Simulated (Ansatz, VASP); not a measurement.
# One calculation of B, two programs

```
B
1.0
     1.96065    0.00000    0.00000
     0.00000    1.88524    0.00000
     0.00000    0.00000    1.88524
B
1
Direct
  0.50000 0.50000 0.50000
```

Change from the starting cell: strain = 0.04.

Alike in both runs: task single point; functional PBE; k mesh 14 × 14 × 14; occupations fermi-dirac, width 0.05 eV; no spin polarisation.

|  | VASP | Ansatz |
| --- | --- | --- |
| version | VASP 6.6.1 | Ansatz 0.2.0 |
| potentials or method | VASP PAW PBE potentials, release 64 (B) | Ansatz PAW |
| plane-wave cutoff (eV) | 520 | 420 |
| valence electrons in the cell | 3 | 3 |

VASP gave:

- gap on the k mesh at the Fermi level (eV): none
- pressure (GPa): -7.7
- largest component of the traceless stress (GPa): 7.62

Problem. Estimate Ansatz's values.

Solution. gap on the k mesh at the Fermi level (eV): none; pressure (GPa): -7.8; largest component of the traceless stress (GPa): 7.63.

A gap of «none» marks a metal or a gap that the smearing closes.
